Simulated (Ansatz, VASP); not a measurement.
## Two plane-wave programs on HfH6

```
Hf H
1.0
     3.33408    0.00000    0.00000
     0.00000    3.33408    0.00000
     0.00000    0.00000    3.33408
Hf H
1 6
Cartesian
  0.0000 0.0000 0.0000
  0.5442 1.6670 1.6670
  1.6670 0.5442 1.6670
  2.7899 1.6670 1.6670
  1.6670 2.7899 1.6670
  1.6670 1.6670 0.5442
  1.6670 1.6670 2.7899
```

Change from the starting cell: species swapped into the LaB6 type (Pm-3m, No. 221).

Alike in both runs: functional PBE; k mesh 6 × 6 × 6; occupations gaussian, width 0.1 eV; no spin polarisation.

Ansatz relaxed the structure, and its values are those at the end. VASP's run is a single point on that final structure, the one shown.

|  | VASP | Ansatz |
| --- | --- | --- |
| version | VASP 6.6.1 | Ansatz 0.2.0 |
| potentials or method | VASP PAW PBE potentials, release 64 (Hf_pv, H) | scalar-relativistic, plane waves, PAW |
| plane-wave cutoff (eV) | 520 | 420 |
| valence electrons in the cell | 16 | 32 |

VASP gave:

| Quantity | Value |
| --- | --- |
| gap on the k mesh at the Fermi level (eV) | none |
| pressure (GPa) | -1.0 |
| rms of the force components (eV/Å) | 0.001 |

Problem. Estimate Ansatz's values.

Solution. gap on the k mesh at the Fermi level (eV): none; pressure (GPa): 0.0; rms of the force components (eV/Å): 0.003.

A gap of «none» marks a metal or a gap that the smearing closes. The two sets of potentials don't hold the same shells in valence.

Spin-orbit coupling is left out, which matters for the levels of Hf.
